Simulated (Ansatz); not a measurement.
Co: energy change per atom and pressure against volume scale

Plane-wave DFT, scalar-relativistic PAW made under PBE with cores redone for the functional, no dispersion; the given relaxed cell is scaled uniformly, energy at zero smearing counts from the unscaled cell, pressure at the given Fermi-Dirac smearing is positive in compression. The results are calculated, by Ansatz 0.2.0.

The cell before it is scaled or strained (space group Fd-3m, No. 227):
```
Co
1.0
      0.0000     2.5695     2.5695
      2.5695     0.0000     2.5695
      2.5695     2.5695     0.0000
Co
2
Direct
  0.12500 0.12500 0.12500
  0.87500 0.87500 0.87500
```

Settings of every row: spin polarised yes; functional RPBE; wave cutoff 420 eV; smearing width 0.05 eV; k mesh 12x12x12.

Atom:
```
element  starting moment (Bohr magneton)
     Co                            -1.79
     Co                            -1.79
```

Limits: search for a lower magnetic state is off; the cell comes from a prototype or a list of computed structures and needn't be the stable phase.

```
row  volume scale  V (Å³/atom)  energy change per atom (meV)  pressure (GPa)  largest site moment (Bohr magneton)
  1          0.88       14.929                         87.54           15.45                                 1.69
  2          0.92       15.608                             ?               ?                                    ?
  3          0.96       16.286                          7.69            3.97                                 1.76
  4          1.04       17.643                          7.54           -3.32                                 1.81
  5          1.08       18.322                          27.3           -5.88                                 1.83
  6          1.12           19                         56.78           -7.91                                 1.86
```

Question: what energy change per atom and pressure should row 2 give?

Worked fit of energy change per atom. Take u = (V_r/V)^(2/3) − 1 with V_r = 17.643 Å³ an atom, which is twice the finite (Eulerian) strain; such expansions in the strain, on which the Birch-Murnaghan equation of state is built, carry the rest volume and the bulk modulus. The shown rows have u = 0.11779, 0.0548, 0, -0.02486, -0.0482. Least squares give energy change per atom = 6.946 − 543.016 × u + 10402.55 × u² meV; a straight line predicts inner rows, each left out in turn, worse (root mean square 35 against 1.2 meV). The rows lie off it by 0.23, -0.74, 0.59, 0.43, -0.51 (root mean square 0.53 meV). The withheld row has u = 0.08513, so the fit gives 6.946 − 543.016 × (0.08513) + 10402.55 × (0.08513)² = 36.11 meV.

The calculation gave 35.04 meV. The fit lies 1.07 meV (3.1 % of the value, 1.3 % of the column's range) above it; its largest miss of a shown row is 0.74 meV.

Worked fit of pressure. Take u = (V_r/V)^(2/3) − 1 with V_r = 17.643 Å³ an atom, which is twice the finite (Eulerian) strain; such expansions in the strain, on which the Birch-Murnaghan equation of state is built, carry the rest volume and the bulk modulus. The shown rows have u = 0.11779, 0.0548, 0, -0.02486, -0.0482. Least squares give pressure = −3.355 + 112.841 × u + 396.29 × u² GPa; a straight line predicts inner rows, each left out in turn, worse (root mean square 1.3 against 0.082 GPa). The rows lie off it by 0.02, -0.05, 0.04, 0.04, -0.04 (root mean square 0.039 GPa). The pressure vanishes at u = 0.0271, or V = 16.95 Å³ an atom, and there the bulk modulus at fixed shape and fractions is B = −V dP/dV = (2/3)(1 + u) dP/du = 92 GPa. The withheld row has u = 0.08513, so the fit gives −3.355 + 112.841 × (0.08513) + 396.29 × (0.08513)² = 9.12 GPa.

The calculation gave 9.15 GPa. The fit lies 0.03 GPa (0.13 % of the column's range) below it; its largest miss of a shown row is 0.05 GPa.

The other values of row 2: largest site moment 1.73 Bohr magneton.
